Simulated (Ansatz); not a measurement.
# TiO₂: a line through a two-coordinate scan, part 1 of 2

How does the energy of TiO2 (I4_1/amd, No. 141; 6 atoms in the cell) vary with lattice constant a (and b), at lattice constant c = 9.517 Å?

Program: Ansatz 0.2.0. Level of theory: DFT PBE+U, scalar-relativistic, plane waves, PAW. These are calculated values, not measurements.

16 further runs of the same task are left out: 1 that didn't finish, 15 set aside as unsound or not needed.

### 1 The starting structure

It takes space group I4_1/amd (No. 141, tetragonal). The conventional cell has a = 3.818 Å, b = 3.818 Å, c = 9.778 Å, α = 90.00°, β = 90.00°, γ = 90.00°. Ti (site symmetry -4m2) has 6 O at 1.96 to 2.01 Å as nearest neighbours. Around O (site symmetry 2mm) lie 3 Ti at 1.96 to 2.01 Å.

Coordinates:

```cif
data_structure
_symmetry_space_group_name_H-M 'P 1'
_symmetry_Int_Tables_number 1
_cell_length_a 5.5846
_cell_length_b 5.5846
_cell_length_c 5.5846
_cell_angle_alpha 140.026
_cell_angle_beta 140.026
_cell_angle_gamma 57.814
_cell_volume 71.25
loop_
_atom_site_label
_atom_site_type_symbol
_atom_site_fract_x
_atom_site_fract_y
_atom_site_fract_z
_atom_site_occupancy
Ti1 Ti 0.00000 0.00000 0.00000 1
Ti2 Ti 0.75000 0.25000 0.50000 1
O1 O 0.20527 0.20527 0.00000 1
O2 O 0.95527 0.45527 0.50000 1
O3 O 0.54473 0.04473 0.50000 1
O4 O 0.79473 0.79473 0.00000 1
```

It is the result of an earlier relaxation at this level (volume 11.88 Å³/atom; gap on the mesh: 2.65 eV).

### 2 What is varied

The energy is mapped over the lattice constants a and c of the conventional cell.

The axes are (1) lattice constant a (and b): 7 values from 3.627 to 4.009 Å; (2) lattice constant c: 7 values from 8.995 to 10.560 Å.

Nothing else is relaxed (fractional coordinates fixed). Energies count from the relaxed crystal. Points are written as (first, second).

### 3 The run at (3.627 Å, 9.517 Å)

Contents of input.yaml:

```yaml
crystal:
  lattice:
    - [-1.8134, 1.8134, 4.75845]
    - [1.8134, -1.8134, 4.75845]
    - [1.8134, 1.8134, -4.75845]
  atoms:
    - { symbol: Ti, position: [0.0, 0.0, 0.0] }
    - { symbol: Ti, position: [0.75, 0.25, 0.5] }
    - { symbol: O, position: [0.2052682436, 0.2052682436, 0.0] }
    - { symbol: O, position: [0.9552682436, 0.4552682436, 0.5] }
    - { symbol: O, position: [0.5447317564, 0.0447317564, 0.5] }
    - { symbol: O, position: [0.7947317564, 0.7947317564, 0.0] }
basis:
  ecutwfc: 520.0
kpoints:
  mp_grid: { grid: [8, 8, 8] }
hamiltonian:
  xc: pbe
  hubbard: { sites: [{ species: Ti, l: d, u_eff: 4.0 }] }
scf:
  occupations: { method: gaussian, width: 0.05 }
output:
  forces: true
  stress: true
  eigenvalues: true
  write_density: true
  write_potential: true
  elf: true
  volumetric_format: npy
```

The run is started by

```sh
> ansatz run input.yaml --threads 2 --pin off --max-ram 4096MiB --backend cpu --events-out ev --progress --plain --runs-dir out
```

The log of the run, shortened:

```text
Warning: RAYON_NUM_THREADS=2 ignored (pool sized by the plan → 2); use --threads N
Ti: projections on atomic orbitals take those of the free atom [Ne] 3s2 3p6 3d2 4s2, of charge +0.00 (hamiltonian.pseudopotentials.projection_atoms); the dataset's partial waves leave at most 4.1e-7 of an orbital's norm unspanned inside its sphere
O: projections on atomic orbitals take those of the free atom [He] 2s2 2p4, of charge +0.00 (hamiltonian.pseudopotentials.projection_atoms); the dataset's partial waves leave at most 1.9e-8 of an orbital's norm unspanned inside its sphere
[...]
Pseudopotentials: kind: paw
Pseudopotential: Ti, paw, valence charge 12, recommended cutoff 420 eV (normal), Ti.paw.azcp
Pseudopotential: O, paw, valence charge 6, recommended cutoff 420 eV (normal), O.paw.azcp
Functional definition: PBE
[...]
Crystal: 6 atoms, lattice volume = 62.591 Å³
Basis set: ecut = 520 eV, 1685 PW (Γ), exchange–correlation on 90×90×90 points (8 copies of the dense FFT grid, shifted against one another)
Bands: 30, of which v1, the nominal top of the filled ones, is band 24 counted from 1 (23 counted from 0)
Symmetry: 16 space group operations
Space group: I41/amd (ITA 141), of the structure as read, at distance tolerance 4.0e-5 Å
k-points: 59 of 512
[...]
SCF iter   1: F=—  HF=-7271.415002 eV  |F-HF|=—  |Δ(HF+E_count)|=         —  Δρ=1.08e-1  dr2=7.30e0  ethr=3.10e-3  ⟨swp⟩=5.8  Hψ=7199  notcnv=0
[...]
SCF iter   9: F=-7270.034224 eV  HF=-7270.034224 eV  |F-HF|=1.07e-10  |Δ(HF+E_count)|=  8.46e-10  Δρ=2.21e-6  dr2=8.77e-10  ethr=7.58e-11  ⟨swp⟩=5.9  Hψ=10460  notcnv=0
[...]
SCF converged after 9 iterations
Free energy (F): -7270.034224 eV
[...]
E sigma→0 (E₀):  -7270.034224 eV
Fermi energy:    10.260063 eV
[...]
--- Forces (eV/Å), atoms counted from 1 ---
  atom   1  Ti     0.00000000     0.00000000     0.00000000
  atom   2  Ti     0.00000000     0.00000000     0.00000000
  atom   3  O      0.00000000    -0.00000000     0.35033474
  atom   4  O      0.00000000     0.00000000     0.35033474
  atom   5  O     -0.00000000     0.00000000    -0.35033474
  atom   6  O      0.00000000    -0.00000000    -0.35033474
[...]
--- Stress (GPa, compression-positive) ---
       36.456037       0.000000       0.000000
        0.000000      36.456037       0.000000
       -0.000000      -0.000000      29.298887
  P = ⅓ Tr σ = 34.0703 GPa (340.703 kbar)
--- Band table (eV; the first three rows and the last of 59) ---
[...]
Occupation matrices written to <dir>
```

Run time: 23 s. Hardware: 2 threads of Intel Xeon at 2.50GHz (Skylake/Cascade Lake), shared host; peak memory 0.6 GiB.

The maps below are laid out on this run's own conventional cell (a, b, c = 3.627, 3.627, 9.517 Å).

Density in a lattice plane of the grid's cell (edges 3.63 and 9.52 Å, at 0.000 of the third edge), which holds Ti and O.

Ten even steps from '0' (0.02 e/Å³) to '9' (10.00 e/Å³):
```
5301474103
0000121000
3100000001
7410353014
4202797202
0000353000
0000000000
0000121000
0001474100
0000242000
0000000000
0000000000
0000000000
0000000000
4200000002
7410000014
3100000001
0000000000
5300000003
9720242027
```
Columns run along the first of these edges and rows up along the second, over one cell in 10 and 20 even steps from the bottom left corner. Atoms in the plane (fractional): Ti at (0.00, 0.00), Ti at (0.50, 0.75), O at (0.00, 0.21), O at (0.50, 0.96), O at (0.50, 0.54), O at (0.00, 0.79).

ELF in the same plane.

Ten even steps from ' ' (0.00) to '@' (0.83):
```
##**::##%%--%%##::**
::....++@@@@@@++....
@@@@++..::--::..++@@
::%%##::**##**::##%%
%%@@++++++  ++++++@@
%%##..--%%####--..##
..    ..::--::..    
    ==%%@@@@@@%%==  
    ++@@%%--%%@@++  
    --%%@@@@@@%%--  
      ==##%%##==    
        ......      
....              ..
%%##==          ==##
%%@@%%--      --%%@@
::%%@@++      ++@@%%
@@@@%%==      ==%%@@
::....    ..    ....
####--::##%%##::--##
  ++++++@@@@@@++++++
```
Columns run along the first of these edges and rows up along the second, over one cell in 10 and 20 even steps from the bottom left corner. Atoms in the plane (fractional): Ti at (0.00, 0.00), Ti at (0.50, 0.75), O at (0.00, 0.21), O at (0.50, 0.96), O at (0.50, 0.54), O at (0.00, 0.79).

Both are smooth fields of the valence electrons: close to the nuclei they are not physical.

The highest ELF values outside the cores: 0.83 in the shell around O, 0.6 Å from O; 0.83 on the O–Ti line, 0.7 Å from O.

Energy on the map's scale: 140 meV/atom.

### 4 The run at (3.690 Å, 9.517 Å)

input.yaml: that of step 3 with these lines changed.

```diff
@@ -2,5 +2,5 @@
   lattice:
-    - [-1.8134, 1.8134, 4.75845]
-    - [1.8134, -1.8134, 4.75845]
-    - [1.8134, 1.8134, -4.75845]
+    - [-1.8452, 1.8452, 4.75845]
+    - [1.8452, -1.8452, 4.75845]
+    - [1.8452, 1.8452, -4.75845]
   atoms:
@@ -25,5 +25 @@
   eigenvalues: true
-  write_density: true
-  write_potential: true
-  elf: true
-  volumetric_format: npy
```

The run is started by

```sh
> ansatz run input.yaml --threads 2 --pin off --max-ram 4096MiB --backend cpu --events-out ev --progress --plain --runs-dir out
```

The log of the run, shortened:

```text
[...]
SCF converged after 9 iterations
Free energy (F): -7270.445287 eV
[...]
E sigma→0 (E₀):  -7270.445287 eV
Fermi energy:    9.708061 eV
[...]
--- Forces (eV/Å), atoms counted from 1 ---
  atom   1  Ti     0.00000000    -0.00000000     0.00000000
  atom   2  Ti    -0.00000000    -0.00000000     0.00000000
  atom   3  O     -0.00000000     0.00000000     0.46269665
  atom   4  O     -0.00000000     0.00000000     0.46269665
  atom   5  O      0.00000000    -0.00000000    -0.46269665
  atom   6  O      0.00000000    -0.00000000    -0.46269665
[...]
--- Stress (GPa, compression-positive) ---
       23.457664       0.000000       0.000000
        0.000000      23.457664       0.000000
       -0.000000       0.000000      22.664507
  P = ⅓ Tr σ = 23.1933 GPa (231.933 kbar)
--- Band table (eV; the first three rows and the last of 59) ---
[...]
Occupation matrices written to <dir>
```

Run time: 21 s. Hardware: 2 threads of Intel Xeon at 2.50GHz (Skylake/Cascade Lake), shared host; peak memory 0.56 GiB.

On the map this point reads 72 meV/atom.

### 5 Changed: lower_state_search light

input.yaml: that of step 4 with these lines changed.

```diff
@@ -21,5 +21,6 @@
   occupations: { method: gaussian, width: 0.05 }
+  lower_state_search: light
 output:
   forces: true
+  eigenvalues: true
   stress: true
-  eigenvalues: true
```

The run is started by

```sh
> ansatz run input.yaml --threads 2 --pin off --max-ram 4096MiB --backend cpu --events-out ev --progress --plain --runs-dir out
```

The log of the run, shortened:

```text
Warning: RAYON_NUM_THREADS=2 ignored (pool sized by the plan → 2); use --threads N
[...]
Ti: projections on atomic orbitals take those of the free atom [Ne] 3s2 3p6 3d2 4s2, of charge +0.00 (hamiltonian.pseudopotentials.projection_atoms); the dataset's partial waves leave at most 4.1e-7 of an orbital's norm unspanned inside its sphere
O: projections on atomic orbitals take those of the free atom [He] 2s2 2p4, of charge +0.00 (hamiltonian.pseudopotentials.projection_atoms); the dataset's partial waves leave at most 1.9e-8 of an orbital's norm unspanned inside its sphere
[...]
Pseudopotentials: kind: paw
Pseudopotential: Ti, paw, valence charge 12, recommended cutoff 420 eV (normal), Ti.paw.azcp
Pseudopotential: O, paw, valence charge 6, recommended cutoff 420 eV (normal), O.paw.azcp
Functional definition: PBE
[...]
Crystal: 6 atoms, lattice volume = 64.806 Å³
[...]
SCF iter   9: F=-7270.445287 eV  HF=-7270.445287 eV  |F-HF|=2.26e-10  |Δ(HF+E_count)|=   2.59e-9  Δρ=1.99e-6  dr2=6.32e-10  ethr=8.13e-11  ⟨swp⟩=2.0  Hψ=5935  notcnv=0
[...]
SCF converged after 9 iterations
Free energy (F): -7270.445287 eV
[...]
E sigma→0 (E₀):  -7270.445287 eV
Fermi energy:    9.708061 eV
[...]
--- Forces (eV/Å), atoms counted from 1 ---
  atom   1  Ti     0.00000000    -0.00000000     0.00000000
  atom   2  Ti    -0.00000000    -0.00000000     0.00000000
  atom   3  O     -0.00000000     0.00000000     0.46269665
  atom   4  O     -0.00000000     0.00000000     0.46269665
  atom   5  O      0.00000000    -0.00000000    -0.46269665
  atom   6  O      0.00000000    -0.00000000    -0.46269665
[...]
--- Stress (GPa, compression-positive) ---
       23.457664       0.000000       0.000000
        0.000000      23.457664       0.000000
       -0.000000       0.000000      22.664507
  P = ⅓ Tr σ = 23.1933 GPa (231.933 kbar)
--- Band table (eV; the first three rows and the last of 59) ---
[...]
Occupation matrices written to <dir>
```

It took 19 s on 2 threads of Intel Xeon at 2.50GHz (Skylake/Cascade Lake), shared host; peak memory 0.56 GiB.

| run | ending | energy change | pressure (GPa) | gap (eV) | force (eV/Å) | cycles | time |
| --- | --- | --- | --- | --- | --- | --- | --- |
| step 4 | converged | 0 | 23.2 | 2.93 | 0.46 | 9 | 21 s |
| variant | converged | 0.0 meV/atom | 23.2 | 2.93 | 0.46 | 9 | 19 s |

The changed input (search for lower states) leaves the energy the same to the digits printed.

### 6 Grid point (3.754 Å, 9.517 Å)

input.yaml: that of step 4 with these lines changed.

```diff
@@ -2,5 +2,5 @@
   lattice:
-    - [-1.8452, 1.8452, 4.75845]
-    - [1.8452, -1.8452, 4.75845]
-    - [1.8452, 1.8452, -4.75845]
+    - [-1.87705, 1.87705, 4.75845]
+    - [1.87705, -1.87705, 4.75845]
+    - [1.87705, 1.87705, -4.75845]
   atoms:
```

The run is started by

```sh
> ansatz run input.yaml --threads 2 --pin off --max-ram 4096MiB --backend cpu --events-out ev --progress --plain --runs-dir out
```

The log of the run, shortened:

```text
Warning: RAYON_NUM_THREADS=2 ignored (pool sized by the plan → 2); use --threads N
[...]
Ti: projections on atomic orbitals take those of the free atom [Ne] 3s2 3p6 3d2 4s2, of charge +0.00 (hamiltonian.pseudopotentials.projection_atoms); the dataset's partial waves leave at most 4.1e-7 of an orbital's norm unspanned inside its sphere
O: projections on atomic orbitals take those of the free atom [He] 2s2 2p4, of charge +0.00 (hamiltonian.pseudopotentials.projection_atoms); the dataset's partial waves leave at most 1.9e-8 of an orbital's norm unspanned inside its sphere
[...]
Pseudopotentials: kind: paw
Pseudopotential: Ti, paw, valence charge 12, recommended cutoff 420 eV (normal), Ti.paw.azcp
Pseudopotential: O, paw, valence charge 6, recommended cutoff 420 eV (normal), O.paw.azcp
Functional definition: PBE
[...]
Crystal: 6 atoms, lattice volume = 67.062 Å³
[...]
SCF iter   9: F=-7270.696873 eV  HF=-7270.696873 eV  |F-HF|=4.77e-10  |Δ(HF+E_count)|=   7.33e-9  Δρ=1.68e-6  dr2=4.61e-10  ethr=7.95e-11  ⟨swp⟩=2.8  Hψ=5799  notcnv=0
[...]
SCF converged after 9 iterations
Free energy (F): -7270.696873 eV
[...]
E sigma→0 (E₀):  -7270.696873 eV
Fermi energy:    9.180138 eV
[...]
--- Forces (eV/Å), atoms counted from 1 ---
  atom   1  Ti     0.00000000    -0.00000000    -0.00000000
  atom   2  Ti    -0.00000000    -0.00000000     0.00000000
  atom   3  O      0.00000000    -0.00000000     0.51769731
  atom   4  O     -0.00000000    -0.00000000     0.51769731
  atom   5  O     -0.00000000    -0.00000000    -0.51769731
  atom   6  O      0.00000000    -0.00000000    -0.51769731
[...]
--- Stress (GPa, compression-positive) ---
       12.639674      -0.000000       0.000000
       -0.000000      12.639674      -0.000000
        0.000000      -0.000000      16.735852
  P = ⅓ Tr σ = 14.0051 GPa (140.051 kbar)
--- Band table (eV; the first three rows and the last of 59) ---
[...]
Occupation matrices written to <dir>
```

Wall time 20 s (2 threads of Intel Xeon at 2.50GHz (Skylake/Cascade Lake), shared host); peak memory 0.57 GiB.

That is 30 meV/atom from the zero.

(Continued in part 2 of 2.)
